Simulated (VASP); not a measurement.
Set up this calculation in VASP 6.6.1, as the native input.

| Quantity | Value |
| --- | --- |
| Task | relaxation of cell and atoms |
| Functional | r2SCAN |
| Dispersion | rVV10 |
| Potentials or basis | VASP PAW PBE potentials, release 64 (In_d, P) |
| Cutoff | 600 eV |
| k mesh | 8 × 8 × 8 |
| Occupations | gaussian, width 0.05 eV |
| Spin | no spin polarisation |
| Further INCAR settings | ALGO = Normal; EDIFF = 1e-06; IBRION = 2; EDIFFG = -0.01; NSW = 60; ISIF = 3 |

The structure of InP lies in POSCAR:

```
InP
1.0
    0.0000000000      2.7688340000      2.7688340000
    2.7688340000      0.0000000000      2.7688340000
    2.7688340000      2.7688340000      0.0000000000
In P
1 1
Direct
    0.0000000000      0.0000000000      0.0000000000
    0.5000000000      0.5000000000      0.5000000000
```

Measurements of this composition are mostly on another form, of space group No. 216.

One way to write it, as run:

INCAR

```
  ALGO = Normal
  BPARAM = 11.95
  CPARAM = 0.0093
  EDIFF = 1E-6
  EDIFFG = -0.01
  ENCUT = 600
  IBRION = 2
  ISIF = 3
  ISMEAR = 0
  IVDW_NL = 2
  LASPH = T
  LCHARG = F
  LMIXTAU = T
  LREAL = F
  LUSE_VDW = T
  LWAVE = F
  METAGGA = R2SCAN
  NELM = 100
  NSW = 60
  PREC = Accurate
  SIGMA = 0.05
```

KPOINTS

```
k-points
0
Gamma
  8 8 8
```

Potentials or basis: VASP PAW PBE potentials, release 64 (In_d, P).

The run is started by

```console
$ cat potpaw_PBE.64/In_d/POTCAR potpaw_PBE.64/P/POTCAR > POTCAR
$ mpirun -np 1 vasp_std > vasp.out
```

It gave:

* Relaxed volume: 20.51 Å³/atom
* Relaxed cell: a = 3.871 Å, b = 3.871 Å, c = 3.871 Å, α = 60.00°, β = 60.00°, γ = 60.00°
* Space group after relaxing (to 0.05 Å): Fm-3m (No. 225)
* Energy gained by relaxing: 6.5 meV/atom
* Ionic steps: 3
* Pressure after relaxing: 0.0 GPa
* Band gap on the k mesh: none (metal or under the smearing width)

Caveat: the PAW data sets were made with another functional, which shifts forces and pressure a little.

Wall time 6.2 min on 1 thread of Intel(R) Xeon(R) Platinum 8259CL CPU @ 2.50GHz (Skylake/Cascade Lake), with other jobs on the host, peak memory 0.33 GiB.
